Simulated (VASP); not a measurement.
LiF (strained CsCl), PBE single-point calculation: VASP's output and Ansatz's

POSCAR

```
Li F
 1.0000000000000000
     2.6393034816999998    0.0000000000000000    0.0000000000000000
     0.0000000000000000    2.6393034816999998    0.0000000000000000
     0.0000000000000000    0.0000000000000000    2.5162584438000000
 Li  F
   1   1
Cartesian
  0.0000000000000000  0.0000000000000000  0.0000000000000000
  1.3196517408499999  1.3196517408499999  1.2581292219000000
```

VASP ran with the recommended PBE PAW datasets (10 valence electrons in the cell).

From OUTCAR

```
k-points           NKPTS =    126   k-points in BZ     NKDIM =    126   number of bands    NBANDS=     12

   NELECT =      10.0000    total number of electrons

   dimension x,y,z NGX =    20 NGY =   20 NGZ =   20
   dimension x,y,z NGXF=    40 NGYF=   40 NGZF=   40

  energy-cutoff  :      520.00
  volume of cell :       17.53
      direct lattice vectors                 reciprocal lattice vectors
     2.639303482  0.000000000  0.000000000     0.378887842  0.000000000  0.000000000
     0.000000000  2.639303482  0.000000000     0.000000000  0.378887842  0.000000000
     0.000000000  0.000000000  2.516258444     0.000000000  0.000000000  0.397415457

 k-points in reciprocal lattice and weights: KPOINTS created by Atomic Simulation Env
   0.00000000  0.00000000  0.00000000       0.001
   0.10000000  0.00000000  0.00000000       0.004
   0.20000000  0.00000000  0.00000000       0.004
   0.30000000  0.00000000  0.00000000       0.004
   0.40000000  0.00000000  0.00000000       0.004
   0.50000000  0.00000000  0.00000000       0.002
   0.10000000  0.10000000  0.00000000       0.004
   0.20000000  0.10000000  0.00000000       0.008
   ...

 E-fermi :   0.5338

 k-point     1 :       0.0000    0.0000    0.0000
  band No.  band energies     occupation
      1     -43.1594      2.00000
      2     -20.8290      2.00000
      3      -0.9951      2.00000
      4      -0.9951      2.00000
      5      -0.5048      2.00000
      6       6.9222      0.00000
      7      17.7742      0.00000
      8      18.9790      0.00000
      9      19.7113      0.00000
     10      19.7113      0.00000
     11      21.0630      0.00000
     12      36.0125      0.00000

 k-point     2 :       0.1000    0.0000    0.0000
  band No.  band energies     occupation
      1     -43.1562      2.00000
      2     -20.7952      2.00000
      3      -1.3126      2.00000
      4      -0.9618      2.00000
      5      -0.4772      2.00000
      6       7.1692      0.00000
      7      16.5270      0.00000
      8      18.9177      0.00000
      9      19.6458      0.00000
     10      21.0361      0.00000
     11      21.7575      0.00000
     12      34.8750      0.00000

 k-point     3 :       0.2000    0.0000    0.0000
  band No.  band energies     occupation
      1     -43.1478      2.00000
      2     -20.7043      2.00000
      3      -2.0617      2.00000
      4      -0.8734      2.00000
      5      -0.4039      2.00000
      6       7.7273      0.00000
      7      14.9892      0.00000
      8      19.4626      0.00000
      9      19.5329      0.00000
     10      20.9553      0.00000
     11      24.8757      0.00000
     12      32.4436      0.00000

 k-point     4 :       0.3000    0.0000    0.0000
  band No.  band energies     occupation
      1     -43.1372      2.00000
      2     -20.5884      2.00000
      3      -2.8742      2.00000
      4      -0.7616      2.00000
      5      -0.3118      2.00000
      6       8.2775      0.00000
      7      13.8961      0.00000
      8      19.2102      0.00000
      9      20.6014      0.00000
     10      20.8320      0.00000
     11      28.3495      0.00000
     12      29.3964      0.00000

 k-point     5 :       0.4000    0.0000    0.0000
  band No.  band energies     occupation
      1     -43.1287      2.00000
      2     -20.4916      2.00000
      3      -3.4691      2.00000
      4      -0.6690      2.00000
      5      -0.2358      2.00000
      6       8.6294      0.00000
      7      13.2745      0.00000
      8      18.9858      0.00000
      9      20.7123      0.00000
     10      22.0938      0.00000
     11      26.4304      0.00000
     12      31.5033      0.00000

 k-point     6 :       0.5000    0.0000    0.0000
  band No.  band energies     occupation
      1     -43.1254      2.00000
      2     -20.4540      2.00000
      3      -3.6850      2.00000
      4      -0.6330      2.00000
      5      -0.2064      2.00000
      6       8.7438      0.00000
      7      13.0810      0.00000
      8      18.8958      0.00000
      9      20.6618      0.00000
     10      23.7113      0.00000
     11      24.3952      0.00000
     12      31.3170      0.00000

 k-point     7 :       0.1000    0.1000    0.0000
  band No.  band energies     occupation
      1     -43.1531      2.00000
      2     -20.7608      2.00000
      3      -1.3108      2.00000
      4      -1.2471      2.00000
      5      -0.4502      2.00000
      6       7.4268      0.00000
      7      16.1406      0.00000
      8      17.7100      0.00000
      9      21.0302      0.00000
     10      21.2813      0.00000
     11      22.3454      0.00000
     12      32.8803      0.00000

 ...

  Total       -0.7888722     -0.7888722      0.5895378      0.0000000      0.0000000      0.0000000
  in kB      -72.1079782    -72.1079782     53.8875353      0.0000000      0.0000000      0.0000000
  external PRESSURE =     -30.1094737 kB  Pullay stress =       0.0000000 kB

 POSITION                                       TOTAL-FORCE (eV/Angst)
 -----------------------------------------------------------------------------------
      0.00000      0.00000      0.00000         0.000000      0.000000      0.000000
      1.31965      1.31965      1.25813         0.000000      0.000000      0.000000
 -----------------------------------------------------------------------------------
    total drift:                                0.000000      0.000000      0.000000

  FREE ENERGIE OF THE ION-ELECTRON SYSTEM (eV)
  ---------------------------------------------------
  free  energy   TOTEN  =        -9.0201636184 eV

  energy  without entropy=       -9.0201636184  energy(sigma->0) =       -9.02016362
```

Datasets and cutoffs are each program's own. VASP's cell holds 10 valence electrons and Ansatz's 10. Ansatz's stress includes a Pulay correction; VASP's doesn't.

Task: What does Ansatz give for the same cell and level of theory?

Result: gap between bands v and c 6.91 eV; least direct gap 7.42 eV; pressure -2.5 GPa.

Ansatz printed

```
SCF 1 converged in 6 iterations: F = -1015.550316 eV  dr2 = 3.59e-8
  greatest PAW one-centre occupation: 1.000 electrons in one spin orbital (limit 2), on the Li atom at site 0 (counted from 0), in its partial waves of l = 0
NSCF: frozen V_eff on 4 k-points
SCF converged after 6 iterations
Free energy (F): -1015.550316 eV
Harris-Foulkes:  -1015.550316 eV  (|F-HF|=3.06e-8)
Internal energy: -1015.550316 eV  (E = F + TS)
E sigma→0 (E₀):  -1015.550316 eV
Fermi energy:    5.350499 eV
--- Per-component energies (eV) ---
  E_band       = -118.977227
  E_kinetic    = 229.228979
  E_local      = -652.856252  (includes V_loc(G=0)·N_el)
  E_nonlocal   = 40.105493
  E_hartree    = 230.355729
  E_xc         = -91.525930
  E_vxc        = -117.388280  (∫ρ·V_xc dr)
  E_paw        = -221.508119  (= ΣΔE_a)
  E_vpaw       = -78.775456  (= ΣTr[D̂ρ^β])
  E_aug_tail   = 0.002115  (compensation charges beyond the density's cutoff)
  E_ewald      = -549.352331
  E_smearing   = -0.000000  (= −TS)
  E_closure    = -0.000000  (closes the sum)
  Σ components = -1015.550316   (vs F -1015.550316, Δ=0.00e0)
--- Forces (eV/Å), atoms counted from 1 ---
  atom   1  Li     0.00000000     0.00000000     0.00000000
  atom   2  F      0.00000000    -0.00000000     0.00000000
  max |Σ_I F_I| component: 3.16e-30 eV/Å
--- Stress (GPa, compression-positive) ---
       -6.725240       0.000000       0.000000
        0.000000      -6.725240       0.000000
        0.000000       0.000000       5.829713
  P = ⅓ Tr σ = -2.5403 GPa (-25.403 kbar)
--- Band table (eV; the first three rows and the last of 126) ---
  k-point 0: bands = ["-41.2545", "-18.9454", "0.8849", "0.8849", "1.3744", "8.7926", "19.6781", "20.8832", "21.5775"]
  k-point 1: bands = ["-41.2497", "-18.8982", "0.9262", "0.9262", "0.9974", "9.0309", "19.3402", "19.9139", "21.5676"]
  k-point 2: bands = ["-41.2370", "-18.7715", "0.1131", "1.0363", "1.0363", "9.5423", "17.6389", "20.6210", "21.5276"]
  k-point 125: bands = ["-41.1501", "-17.6561", "-0.5595", "-0.3759", "-0.3759", "12.4173", "12.8235", "12.8235", "24.7681"]
```
